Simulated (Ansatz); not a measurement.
Axial (c/a) deformation path in P

Computed with DFT PBE+D3(BJ), scalar-relativistic, plane waves, PAW in Ansatz. The runs took a 420 eV cutoff, a Γ-centred 24×24×24 mesh and Gaussian smearing (0.15 eV). No spin polarisation. Energies are free energies at this smearing, counted from the undisturbed cell; pressure is positive in compression.

Zero of the scan (relaxed at this level; with this scan's settings it stands at -0.1 GPa; this form isn't the usual structure):

```yaml
crystal:
  lattice:
    - [1.71385, 0.98949, 2.91891]
    - [-1.71385, 0.98949, 2.91891]
    - [0.00000, -1.97898, 2.91891]
  atoms:
    - { symbol: P, position: [0.23367, 0.23367, 0.23367] }
    - { symbol: P, position: [0.76633, 0.76633, 0.76633] }
```

At fixed volume and fractional coordinates, lengths along (0.000, 0.000, 1.000) are scaled against those across it; ρ is that ratio over its starting value. The cell is metallic on the mesh throughout.

| ρ | ΔE (meV/atom) | pressure (GPa) |
| --- | --- | --- |
| 0.800 | 160.9 | -4.8 |
| 0.850 | 93.0 | -3.7 |
| 0.920 | 26.6 | -1.9 |
| 0.960 | 6.2 | -0.9 |
| 1.000 | 0.0 | -0.1 |
| 1.050 | 8.6 | 0.7 |
| 1.100 | 31.0 | 1.5 |
| 1.200 | 99.8 | 2.5 |
| 1.300 | 196.2 | 2.8 |

Cost: 9 runs of about 3.5 core-minutes in all, on Arm Neoverse V1 (shared hosts).